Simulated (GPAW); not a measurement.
Write an ASE script for GPAW 26.7.0 that does the following.

```yaml
Task: G0W0 quasiparticle levels
Functional: LDA
Potentials_or_basis: the program's PAW data sets (release 1.2.1) made for this functional
Cutoff: 450 eV
Basis: pw
k_mesh: 4 × 4 × 4
Occupations: fermi-dirac, width 0.001 eV
Spin: no spin polarisation
Response_ecut: 100 eV
Frequency: ppa
Extrapolate: yes
Qp_bands: 2
Integrate_gamma: WS
Maxiter: 150
Vertex: none
All_k: no
Response_bands: 123
```

The system is SnSe.

```
CELL_PARAMETERS angstrom
0.00000 3.01000 3.01000
3.01000 0.00000 3.01000
3.01000 3.01000 0.00000
ATOMIC_POSITIONS crystal
Sn 0.00000 0.00000 0.00000
Se 0.50000 0.50000 0.50000
```

Measurements of this composition are mostly on another form, of space group No. 62.

These files were run (other wordings do the same):

run.py

```python
import json
import numpy as np
from ase import Atoms
from ase.dft.bandgap import bandgap
from ase.io import write
from gpaw import GPAW, PW
from gpaw.response.g0w0 import G0W0

atoms = Atoms(['Sn', 'Se'],
              cell=[[0.0, 3.01, 3.01],
                    [3.01, 0.0, 3.01],
                    [3.01, 3.01, 0.0]],
              scaled_positions=[[0.0, 0.0, 0.0],
                                [0.5, 0.5, 0.5]],
              pbc=True)

calc = GPAW(mode=PW(450),
            xc='LDA',
            kpts={'size': (4, 4, 4), 'gamma': True},
            occupations={'name': 'fermi-dirac', 'width': 0.001},
            nbands=19,
            convergence={'density': 1e-06},
            maxiter=150,
            txt='gpaw.txt')
atoms.calc = calc
energy = atoms.get_potential_energy()
calc.write('gs.gpw')
write('result.traj', atoms)
print(f'Energy: {energy:.6f} eV')
print('Fermi level:', round(calc.get_fermi_level(), 4), 'eV')
print(f'Gap: {bandgap(calc)[0]:.4f} eV, direct: {bandgap(calc, direct=True)[0]:.4f} eV')

calc.diagonalize_full_hamiltonian(nbands=127)
calc.write('full.gpw', mode='all')

ibz = calc.get_ibz_k_points()
gap, vbm, cbm = bandgap(calc, output=None)
gap, direct, _ = bandgap(calc, direct=True, output=None)
gamma = int(np.abs(ibz).sum(1).argmin())
kpts = sorted({gamma, vbm[1], cbm[1], direct[1]})
gw = G0W0(calc='full.gpw',
          filename='gw',
          ecut=100,
          ecut_extrapolation=True,
          relbands=(-2, 2),
          kpts=kpts,
          integrate_gamma='WS',
          ppa=True)
gw.calculate()
results = {mode: {key: np.asarray(r[key]).tolist() for key in ['f', 'eps', 'vxc', 'exx', 'sigma', 'Z', 'qp', 'sigma_eskn']}
           for mode, r in gw.all_results.items()}
json.dump({'kpts': ibz[kpts].tolist(), 'results': results}, open('gw.json', 'w'))
for mode, r in results.items():
    f, qp = np.array(r['f']), np.array(r['qp'])
    print(mode, 'quasiparticle energies (eV):')
    print(qp.round(3))
    print(mode, 'gap:', round(qp[f < 0.5].min() - qp[f > 0.5].max(), 4), 'eV')
```

Potentials or basis: the program's PAW data sets (release 1.2.1) made for this functional, pw.

Command:

```console
$ OMP_NUM_THREADS=1 python run.py
```

It gave:

```
Band gap on the k mesh, mean-field level : 0.59 eV, direct
Quasiparticle gap                        : 0.72 eV
Least direct quasiparticle gap           : 0.72 eV
```

Caveat: the k mesh is coarse (spacing up to 0.45 Å⁻¹), so the values aren't converged; the quasiparticle gap is taken among the few k points that were corrected; the long-wavelength limit can be off by a per cent or two; spin-orbit coupling is left out, which moves the levels of the heavy elements.

Wall time 2.5 min on 1 thread of Arm Neoverse V2, with other jobs on the host, peak memory 0.39 GiB.
